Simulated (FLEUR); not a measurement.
## CoO in FLEUR: the effect of Hubbard term

Crystal: CoO.

```xyz
4
Lattice="3.1976 0.0000 0.0000 -1.5988 2.7692 0.0000 0.0000 0.0000 5.2287" Properties=species:S:1:pos:R:3 pbc="T T T"
Co    0.0000    1.8462    2.6319
Co    0.0000    0.0000    0.0182
O     0.0000    1.8462    4.5571
O     0.0000    0.0000    1.9430
```

Measurements of this composition are mostly on another form, of space group No. 225.

Alike in all runs:

| Property | Result |
| --- | --- |
| Program | FLEUR MaX-R8.1 (later development tree) |
| Task | single point |
| Functional | PBEsol |
| Potentials or basis | all-electron |
| Basis | FLAPW |
| Kmax | 5.19 1/bohr |
| k mesh | 8 × 8 × 4 |
| Occupations | fermi-dirac, width 0.05 eV |
| Spin | collinear spin, ferromagnetic start |
| Starting moments | [2.0, 2.0, 0.0, 0.0] μB |
| Gmax | 16.1 1/bohr |
| Muffin-tin radii | Co 1.89, O 1.45 bohr |
| lmax | Co 8, O 8 |
| lnonsphr | Co 8, O 8 |
| Local orbitals a species | Co 4, O 3 |
| Max iterations | 100 |

```csv
Hubbard term,gap on the mesh (eV)
Co d U = 0.0 eV,none
Co d U = 2 eV,0.17
Co d U = 3 eV,0.29
Co d U = 4 eV,0.42
Co d U = 5 eV,?
```

**Question.** What does the run with Hubbard term Co d U = 5 eV give?

**Answer.** gap on the mesh 0.54 eV.

A k mesh can miss the band edges.

A gap of «none» marks a metal or a gap under the smearing width.

Runs at the PBE level aren't shown here.
